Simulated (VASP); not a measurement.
# KI (Fm-3m) in VASP: notebook

KI is run at these levels: r2SCAN; tasks: single point, relaxation of cell and atoms.

All numbers are computed with VASP 6.6.1; they aren't measurements. Logs are shortened: lines on timing, memory, paths and dates and some standing lists are left out, and cuts for length are marked.

**What was measured.**

From a printed reference work, monograph, for a bulk crystal of KI: band gap 6.32 eV.

The results are compared with them further down.

### Step 1. The cell of the first run

Symmetry: Fm-3m, No. 225, cubic system. Conventional cell: a = 7.092 Å, b = 7.092 Å, c = 7.092 Å, α = 90.00°, β = 90.00°, γ = 90.00°. Within 4.7 Å of K (site symmetry m-3m) lie 6 I at 3.55 Å. I (site symmetry m-3m) has 6 K at 3.55 Å within 4.7 Å.

### Step 2. Single point, r2SCAN

Input file POSCAR:

```
KI
1.0
    0.0000000000      3.5459622495      3.5459622495
    3.5459622495      0.0000000000      3.5459622495
    3.5459622495      3.5459622495      0.0000000000
K I
1 1
Direct
    0.0000000000      0.0000000000      0.0000000000
    0.5000000000      0.5000000000      0.5000000000
```

Input file INCAR.step1:

```
ALGO = Normal
EDIFF = 1E-4
ENCUT = 520
GGA = PE
ISMEAR = 0
LASPH = T
LCHARG = F
LREAL = F
LWAVE = T
NBANDS = 15
NELM = 100
PREC = Accurate
SIGMA = 0.01
```

Input file INCAR.step2:

```
ALGO = Normal
EDIFF = 1E-7
ENCUT = 520
ISIF = 2
ISMEAR = 0
ISTART = 1
LASPH = T
LCHARG = F
LMIXTAU = T
LREAL = F
LWAVE = F
METAGGA = R2SCAN
NBANDS = 15
NELM = 100
PREC = Accurate
SIGMA = 0.01
```

Input file KPOINTS:

```
k-points
0
Gamma
  6 6 6
```

Potentials or basis: VASP PAW PBE potentials, release 64 (K_sv, I).

Started as:

```
$ cat potpaw_PBE.64/K_sv/POTCAR potpaw_PBE.64/I/POTCAR > POTCAR
$ cp INCAR.step1 INCAR
$ mpirun -np 1 vasp_std > vasp.out
$ cp INCAR.step2 INCAR
$ mpirun -np 1 vasp_std > vasp.out
```

OUTCAR:

```text
EDIFF = 1E-7
   ENCUT = 520
   ISIF = 2
   ISMEAR = 0
   ISTART = 1
   LASPH = T
   LREAL = F
   METAGGA = R2SCAN
   NELM = 100
   PREC = Accurate

 ion  position               nearest neighbor table
   1  0.000  0.000  0.000-   2 3.55   2 3.55   2 3.55   2 3.55   2 3.55   2 3.55
   2  0.500  0.500  0.500-   1 3.55   1 3.55   1 3.55   1 3.55   1 3.55   1 3.55

  LATTYP: Found a face centered cubic cell.
 ALAT       =     7.0919244990

  Lattice vectors:

 A1 = (   0.0000000000,   3.5459622495,   3.5459622495)
 A2 = (   3.5459622495,   0.0000000000,   3.5459622495)
 A3 = (   3.5459622495,   3.5459622495,   0.0000000000)

Analysis of symmetry for initial positions (statically):
=====================================================================
 Subroutine PRICEL returns:
 Original cell was already a primitive cell.

 Routine SETGRP: Setting up the symmetry group for a
 face centered cubic supercell.

 Subroutine GETGRP returns: Found 48 space group operations
 (whereof 48 operations were pure point group operations)
 out of a pool of 48 trial point group operations.

The static configuration has the point symmetry O_h .

Analysis of symmetry for dynamics (positions and initial velocities):
=====================================================================
 Subroutine PRICEL returns:
 Original cell was already a primitive cell.

 Routine SETGRP: Setting up the symmetry group for a
 face centered cubic supercell.

 Subroutine GETGRP returns: Found 48 space group operations
 (whereof 48 operations were pure point group operations)
 out of a pool of 48 trial point group operations.

The dynamic configuration has the point symmetry O_h .

 Subroutine INISYM returns: Found 48 space group operations
 (whereof 48 operations are pure point group operations),
 and found     1 'primitive' translations

----------------------------------------------------------------------------------------

                                     Primitive cell

  volume of cell :      89.1728

  direct lattice vectors                    reciprocal lattice vectors
     0.000000000  3.545962250  3.545962250    -0.141005449  0.141005449  0.141005449
     3.545962250  0.000000000  3.545962250     0.141005449 -0.141005449  0.141005449
     3.545962250  3.545962250  0.000000000     0.141005449  0.141005449 -0.141005449

  length of vectors
     5.014747905  5.014747905  5.014747905     0.244228602  0.244228602  0.244228602

  position of ions in fractional coordinates (direct lattice)
     0.000000000  0.000000000  0.000000000
     0.500000000  0.500000000  0.500000000

  ion indices of the primitive-cell ions
   primitive index   ion index
                 1           1
                 2           2

----------------------------------------------------------------------------------------

 KPOINTS: k-points

Automatic generation of k-mesh.
 Grid dimensions read from file:
 generate k-points for:    6    6    6

 Generating k-lattice:

  Cartesian coordinates                     Fractional coordinates (reciprocal lattice)
    -0.023500908  0.023500908  0.023500908     0.166666667  0.000000000  0.000000000
     0.023500908 -0.023500908  0.023500908     0.000000000  0.166666667  0.000000000
     0.023500908  0.023500908 -0.023500908     0.000000000  0.000000000  0.166666667

  Length of vectors
     0.040704767  0.040704767  0.040704767

  Shift w.r.t. Gamma in fractional coordinates (k-lattice)
     0.000000000  0.000000000  0.000000000

 Subroutine IBZKPT returns following result:
 ===========================================

 Found     16 irreducible k-points:

 Following reciprocal coordinates:
            Coordinates               Weight
  0.000000  0.000000  0.000000      1.000000
  0.166667  0.000000  0.000000      8.000000
  0.333333  0.000000  0.000000      8.000000
  0.500000  0.000000  0.000000      4.000000
  0.166667  0.166667  0.000000      6.000000
  0.333333  0.166667  0.000000     24.000000
[... 8 lines left out ...]
 -0.333333  0.333333  0.166667     24.000000
 -0.333333  0.500000  0.166667     12.000000
   k-points           NKPTS =     16   k-points in BZ     NKDIM =     16   number of bands    NBANDS=     15
   number of dos      NEDOS =    301   number of ions     NIONS =      2
   total plane-waves  NPLWV =  64000
   dimension x,y,z NGX =    40 NGY =   40 NGZ =   40
   dimension x,y,z NGXF=    80 NGYF=   80 NGZF=   80
   ions per type =               1   1
   NGX,Y,Z   is equivalent  to a cutoff of  13.26, 13.26, 13.26 a.u.
   NGXF,Y,Z  is equivalent  to a cutoff of  26.52, 26.52, 26.52 a.u.
 SYSTEM =  unknown system
   PREC   = accura    normal or accurate (medium, high low for compatibility)
   ISTART =      1    job   : 0-new  1-cont  2-samecut
   ICHARG =      0    charge: 1-file 2-atom 10-const
   ISPIN  =      1    spin polarized calculation?
   LNONCOLLINEAR =      F non collinear calculations
   LSORBIT =      F    spin-orbit coupling
   LASPH  =      T    aspherical Exc in radial PAW
   ENCUT  =  520.0 eV  38.22 Ry    6.18 a.u.   9.32  9.32  9.32*2*pi/ulx,y,z
   NELM   =    100;   NELMIN=  2; NELMDL=  0     # of ELM steps
   EDIFF  = 0.1E-06   stopping-criterion for ELM
   LREAL  =      F    real-space projection
   EDIFFG = 0.1E-05   stopping-criterion for IOM
   NSW    =      0    number of steps for IOM
   IBRION =     -1    ionic relax: 0-MD 1-quasi-New 2-CG
   NFREE  =      0    steps in history (QN), initial steepest desc. (CG)
   ISIF   =      2    stress and relaxation
   ISYM   =      2    0-nonsym 1-usesym 2-fastsym
   POTIM  = 0.5000    time-step for ionic-motion
   TEBEG  =    0.0;   TEEND  =   0.0 temperature during run
   PSTRESS=    0.0 pullay stress
   NELECT =      16.0000    total number of electrons
   NUPDOWN=      -1.0000    fix difference up-down
   EMIN   =  10.00;   EMAX   =-10.00  energy-range for DOS
   EFERMI =   0.00;   METHOD = LEGACY
   ISMEAR =     0;   SIGMA  =   0.01  broadening in eV -4-tet -1-fermi 0-gaus
   EFERMI_NEDOS =   21; number of points for ismear=-14 and -15
   IALGO  =     38    algorithm
   IMIX   =      4    mixing-type and parameters
     AMIX     =   0.40;   BMIX     =  1.00
     AMIX_MAG =   1.60;   BMIX_MAG =  1.00
  volume/ion in A,a.u.               =      44.59       300.88
  Fermi-wavevector in a.u.,A,eV,Ry     =   0.923359  1.744896 11.600223  0.852592
  Thomas-Fermi vector in A             =   2.048987
   LORBIT       =      0    0 simple, 1 ext, 2 COOP (PROOUT), +10 PAW based schemes
   METAGGA = R2SCAN    functional components
   LHFCALC =     F    Hartree Fock is set to
   AEXX    =    0.0000 exact exchange contribution
   IVDW    =     0    specifies the selected vdW correction
   LEPSILON=     F    determine dielectric tensor
   LRPA    =     F    only Hartree local field effects (RPA)
 non-spin polarized calculation
 Gauss-broadening in eV      SIGMA  =   0.01
  energy-cutoff  :      520.00
  volume of cell :       89.17
 maximum number of plane-waves:      2424
 NGX is ok and might be reduce to    40
   NGX = 19   NGY = 19   NGZ = 19

 number of electron      15.9999999 magnetization

 Free energy of the ion-electron system (eV)
  ---------------------------------------------------
  ext. energy  EPLUGINS =         0.00000000
  ---------------------------------------------------
  free energy    TOTEN  =       -33.98434979 eV

  energy without entropy =      -33.98434979  energy(sigma->0) =      -33.98434979

 E-fermi :  -0.7141     XC(G=0):  -7.4711

 val. band max:       -0.8128097570   @ k =   0.0000   0.0000   0.0000
 cond. band min:       3.7666091896   @ k =   0.0000   0.0000   0.0000
 fundamental gap:      4.5794189465
 Fermi energy:        -0.7141369928

 k-point     1 :       0.0000    0.0000    0.0000
  band No.  band energies     occupation
      1     -30.4910      2.00000
      2     -13.2047      2.00000
      3     -13.2047      2.00000
      4     -13.2047      2.00000
      5     -11.6085      2.00000
      6      -0.8128      2.00000
      7      -0.8128      2.00000
      8      -0.8128      2.00000
      9       3.7666      0.00000
     10       6.2412      0.00000
     11       6.2412      0.00000
     12       6.2412      0.00000
     13       7.0849      0.00000
     14       7.0849      0.00000
     15       9.4381      0.00000

 k-point     2 :       0.1667    0.0000    0.0000
  band No.  band energies     occupation
      1     -30.4905      2.00000
      2     -13.2431      2.00000
      3     -13.2051      2.00000
      4     -13.2051      2.00000
      5     -11.5367      2.00000
      6      -1.2119      2.00000
      7      -0.9000      2.00000
      8      -0.9000      2.00000
      9       4.3741      0.00000
     10       6.1325      0.00000
     11       6.5439      0.00000
     12       6.5439      0.00000
     13       7.4048      0.00000
     14       7.4048      0.00000
     15      10.3794      0.00000

 k-point     3 :       0.3333    0.0000    0.0000
  band No.  band energies     occupation
      1     -30.4896      2.00000
      2     -13.3123      2.00000
      3     -13.2061      2.00000
      4     -13.2061      2.00000
      5     -11.3988      2.00000
      6      -1.8412      2.00000
      7      -1.0627      2.00000
      8      -1.0627      2.00000
      9       5.0673      0.00000
     10       6.7781      0.00000
     11       7.2775      0.00000
     12       7.2775      0.00000
     13       8.2517      0.00000
     14       8.2517      0.00000
     15       9.6554      0.00000
[... 199 lines left out ...]
 k-point    15 :      -0.3333    0.3333    0.1667
  band No.  band energies     occupation
      1     -30.4887      2.00000
      2     -13.2845      2.00000
      3     -13.2272      2.00000
      4     -13.2182      2.00000
      5     -11.3841      2.00000
      6      -1.7653      2.00000
      7      -1.4487      2.00000
      8      -1.2486      2.00000
      9       5.9533      0.00000
     10       6.3250      0.00000
     11       6.9068      0.00000
     12       8.1642      0.00000
     13       8.6529      0.00000
     14       9.0972      0.00000
     15       9.7781      0.00000

 k-point    16 :      -0.3333    0.5000    0.1667
  band No.  band energies     occupation
      1     -30.4885      2.00000
      2     -13.2447      2.00000
      3     -13.2403      2.00000
      4     -13.2279      2.00000
      5     -11.4162      2.00000
      6      -1.6855      2.00000
      7      -1.3746      2.00000
      8      -1.3431      2.00000
      9       5.3281      0.00000
     10       6.2873      0.00000
     11       7.1283      0.00000
     12       8.2539      0.00000
     13       8.4794      0.00000
     14       9.5416      0.00000
     15       9.9740      0.00000

------------------------ aborting loop because EDIFF is reached ----------------------------------------

  FORCE on cell =-STRESS in cart. coord.  units (eV):
  Direction    XX          YY          ZZ          XY          YZ          ZX
  --------------------------------------------------------------------------------------
  -------------------------------------------------------------------------------------
  Total        0.0013174      0.0013174      0.0013174     -0.0000000      0.0000000      0.0000000
  in kB        0.0236698      0.0236698      0.0236698     -0.0000000      0.0000000      0.0000000
  external PRESSURE =       0.0236698 kB  Pullay stress =       0.0000000 kB

 VOLUME and BASIS-vectors are now :
 -----------------------------------------------------------------------------
  energy-cutoff  :      520.00
  volume of cell :       89.17
      direct lattice vectors                 reciprocal lattice vectors
     0.000000000  3.545962250  3.545962250    -0.141005449  0.141005449  0.141005449
     3.545962250  0.000000000  3.545962250     0.141005449 -0.141005449  0.141005449
     3.545962250  3.545962250  0.000000000     0.141005449  0.141005449 -0.141005449

 POSITION                                       TOTAL-FORCE (eV/Angst)
 -----------------------------------------------------------------------------------
      0.00000      0.00000      0.00000        -0.000000     -0.000000     -0.000000
      3.54596      3.54596      3.54596         0.000000      0.000000      0.000000
 -----------------------------------------------------------------------------------
    total drift:                                0.000000     -0.000000     -0.000000

  FREE ENERGIE OF THE ION-ELECTRON SYSTEM (eV)
  ---------------------------------------------------
  free  energy   TOTEN  =       -33.9843497875 eV

  energy  without entropy=      -33.9843497875  energy(sigma->0) =      -33.98434979
```

It took 3.5 min on 1 thread of Oxide Virtual Turin-like, shared host; peak memory 0.23 GiB.

What came out:

| Quantity | Value |
| --- | --- |
| Free energy | -33.9843 eV |
| Pressure | 0.0 GPa |
| Band gap on the k mesh | 4.58 eV, direct |

Levels at points of the mesh, in eV from the valence-band top:
| k point | band 4 | band 5 | band 6 | band 7 | band 8 | band 9 | band 10 | band 11 | band 12 | band 13 |
| --- | --- | --- | --- | --- | --- | --- | --- | --- | --- | --- |
| (0.00, 0.00, 0.00) | -12.39 | -10.80 | 0.00 | 0.00 | 0.00 | 4.58 | 7.05 | 7.05 | 7.05 | 7.90 |
| (0.50, 0.00, 0.00) | -12.39 | -10.52 | -1.29 | -0.33 | -0.33 | 6.01 | 8.30 | 8.74 | 8.74 | 9.41 |
| (0.50, 0.50, 0.00) | -12.41 | -10.65 | -1.00 | -0.37 | -0.37 | 5.39 | 6.47 | 8.82 | 9.39 | 9.51 |

Caveat: the PAW data sets were made with another functional, which shifts forces and pressure a little; spin-orbit coupling is left out, which moves the levels of the heavy elements.

### Step 3. Single point, r2SCAN

POSCAR is that of step 2.

Input file INCAR.step1:

```
SYSTEM = KI
PREC     = Accurate       ! precision mode
ENCUT    = 520            ! plane-wave cutoff, eV
ISMEAR   = -1             ! smearing method
SIGMA    = 0.05           ! smearing width, eV
LREAL    = .False.        ! projectors in reciprocal space
LASPH    = .True.         ! aspherical terms in the spheres
NELM     = 60             ! most SCF steps
NBANDS   = 15             ! bands
GGA      = PE             ! functional
ALGO     = Normal         ! electronic algorithm
EDIFF    = 1E-4           ! SCF threshold, eV
LWAVE    = .True.         ! write WAVECAR
LCHARG   = .False.        ! write CHGCAR
```

Input file INCAR.step2:

```
SYSTEM = KI
PREC     = Accurate       ! precision mode
ENCUT    = 520            ! plane-wave cutoff, eV
EDIFF    = 1E-7           ! SCF threshold, eV
ISMEAR   = -1             ! smearing method
SIGMA    = 0.05           ! smearing width, eV
LREAL    = .False.        ! projectors in reciprocal space
LASPH    = .True.         ! aspherical terms in the spheres
NELM     = 60             ! most SCF steps
ALGO     = Normal         ! electronic algorithm
ISIF     = 2              ! what is computed and relaxed
LWAVE    = .False.        ! write WAVECAR
LCHARG   = .False.        ! write CHGCAR
METAGGA  = R2SCAN         ! meta-GGA
LMIXTAU  = .True.       
NBANDS   = 15             ! bands
ISTART   = 1
```

Input file KPOINTS:

```
regular mesh
0
Gamma
  8 8 8
  0 0 0
```

Potentials or basis: VASP PAW PBE potentials, release 64 (K_sv, I).

Started as:

```
$ cat potpaw_PBE.64/K_sv/POTCAR potpaw_PBE.64/I/POTCAR > POTCAR
$ cp INCAR.step1 INCAR
$ mpirun -np 1 vasp_std > vasp.out
$ cp INCAR.step2 INCAR
$ mpirun -np 1 vasp_std > vasp.out
```

Run time: 6.6 min. Hardware: 1 thread of Oxide Virtual Turin-like, shared host; peak memory 0.24 GiB.

The run converged. Its results:

- Free energy: -33.9844 eV
- Pressure: 0.0 GPa
- Band gap on the k mesh: 4.58 eV, direct

Levels at points of the mesh, in eV from the valence-band top:
| k point | band 4 | band 5 | band 6 | band 7 | band 8 | band 9 | band 10 | band 11 | band 12 | band 13 |
| --- | --- | --- | --- | --- | --- | --- | --- | --- | --- | --- |
| (0.00, 0.00, 0.00) | -12.39 | -10.80 | 0.00 | 0.00 | 0.00 | 4.58 | 7.05 | 7.05 | 7.05 | 7.90 |
| (0.50, 0.00, 0.00) | -12.39 | -10.52 | -1.29 | -0.33 | -0.33 | 6.01 | 8.30 | 8.74 | 8.74 | 9.41 |
| (0.50, 0.50, 0.00) | -12.41 | -10.65 | -1.00 | -0.37 | -0.37 | 5.39 | 6.47 | 8.82 | 9.39 | 9.51 |

Caveat: the PAW data sets were made with another functional, which shifts forces and pressure a little; spin-orbit coupling is left out, which moves the levels of the heavy elements.

### Step 4. Relaxation of cell and atoms, r2SCAN

This run uses another cell than the first one, of 44.09 Å³/atom, 0.989 times its volume.

Input file POSCAR:

```
KI
1.0
    0.0000000000      3.5327750000      3.5327750000
    3.5327750000      0.0000000000      3.5327750000
    3.5327750000      3.5327750000      0.0000000000
K I
1 1
Direct
    0.0000000000      0.0000000000      0.0000000000
    0.5000000000      0.5000000000      0.5000000000
```

Input file INCAR.step1:

```
PREC = Accurate
ENCUT = 600
ISMEAR = -1
SIGMA = 0.05
LREAL = F
LASPH = T
NELM = 100
GGA = PE
ALGO = Normal
EDIFF = 1E-4
LWAVE = T
LCHARG = F
```

Input file INCAR.step2:

```
PREC = Accurate
ENCUT = 600
EDIFF = 1E-6
ISMEAR = -1
SIGMA = 0.05
LREAL = F
LASPH = T
NELM = 100
ALGO = Normal
ISIF = 3
LWAVE = F
LCHARG = F
METAGGA = R2SCAN
LMIXTAU = T
IBRION = 2
NSW = 100
EDIFFG = -0.002
ISTART = 1
```

Input file KPOINTS:

```
regular mesh
0
Gamma
  8 8 8
```

Started as:

```
$ cat potpaw_PBE.64/K_sv/POTCAR potpaw_PBE.64/I/POTCAR > POTCAR
$ cp INCAR.step1 INCAR
$ mpirun -np 1 vasp_std > vasp.out
$ cp INCAR.step2 INCAR
$ mpirun -np 1 vasp_std > vasp.out
```

Wall time 12 min (1 thread of Oxide Virtual Turin-like, shared host); peak memory 0.25 GiB.

It converged, with:

```yaml
Free_energy: -33.9856 eV
Relaxed_volume: 44.64 Å³/atom
Relaxed_cell: a = 5.017 Å, b = 5.017 Å, c = 5.017 Å, α = 60.00°, β = 60.00°, γ = 60.00°
Space_group_after_relaxing_to_0.05_Å: Fm-3m (No. 225)
Energy_gained_by_relaxing: 0.3 meV/atom
Ionic_steps: 4
Pressure_after_relaxing: 0.0 GPa
Band_gap_on_the_k_mesh: 4.58 eV, direct
```

Step by step:
| step | energy change (eV) | largest force (eV/Å) | pressure (GPa) | volume (Å³) |
| --- | --- | --- | --- | --- |
| 1 | 0.0000 | 0.0000 | 0.16 | 88.18 |
| 2 | -0.0004 | 0.0000 | 0.07 | 88.75 |
| 3 | -0.0005 | 0.0000 | 0.01 | 89.20 |
| 4 | -0.0005 | 0.0000 | 0.00 | 89.27 |

Final structure:
```
CELL_PARAMETERS angstrom
0.00000 3.54727 3.54727
3.54727 0.00000 3.54727
3.54727 3.54727 0.00000
ATOMIC_POSITIONS crystal
K 0.00000 0.00000 0.00000
I 0.50000 0.50000 0.50000
```

Levels at points of the mesh, in eV from the valence-band top:
```
           k point  band 4  band 5  band 6  band 7  band 8  band 9  band 10  band 11  band 12
(0.00, 0.00, 0.00)  -12.39  -10.79    0.00    0.00    0.00    4.58     7.05     7.05     7.05
(0.50, 0.00, 0.00)  -12.40  -10.52   -1.29   -0.33   -0.33    6.01     8.30     8.74     8.74
(0.50, 0.50, 0.00)  -12.41  -10.64   -1.00   -0.37   -0.37    5.39     6.47     8.82     9.38
```

Caveat: the PAW data sets were made with another functional, which shifts forces and pressure a little; spin-orbit coupling is left out, which moves the levels of the heavy elements. Zero-point motion and thermal expansion aren't in these numbers.

### Step 5. The runs side by side

| task | cell | k mesh | cutoff (eV) | smearing | gap on the mesh (eV) | pressure (GPa) |
| --- | --- | --- | --- | --- | --- | --- |
| single point | a = 5.015 Å, angles 60.0°, 2 atoms | 6 × 6 × 6 | 520 | gaussian 0.01 eV | 4.58 | 0.0 |
| single point | a = 5.015 Å, angles 60.0°, 2 atoms | 8 × 8 × 8 | 520 | fermi-dirac 0.05 eV | 4.58 | 0.0 |
| relaxation of cell and atoms | relaxed from a = 4.996 Å, angles 60.0°, 2 atoms | 8 × 8 × 8 | 600 | fermi-dirac 0.05 eV | 4.58 | 0.0 |

Alike in all rows: level r2SCAN; potentials or basis VASP PAW PBE potentials, release 64 (K_sv, I); no spin polarisation.

Caveats: the PAW data sets were made with another functional, which shifts forces and pressure a little; spin-orbit coupling is left out, which moves the levels of the heavy elements.

Absolute energies hang on the potentials; compare differences alone.

### Step 6. Against experiment

Step 2. A measured gap of KI is 6.32 eV (a printed reference work, monograph); the calculated 4.58 eV misses it by -1.74 eV. Spin-orbit coupling on I is left out. The value is that of r2SCAN, without temperature or zero-point motion.
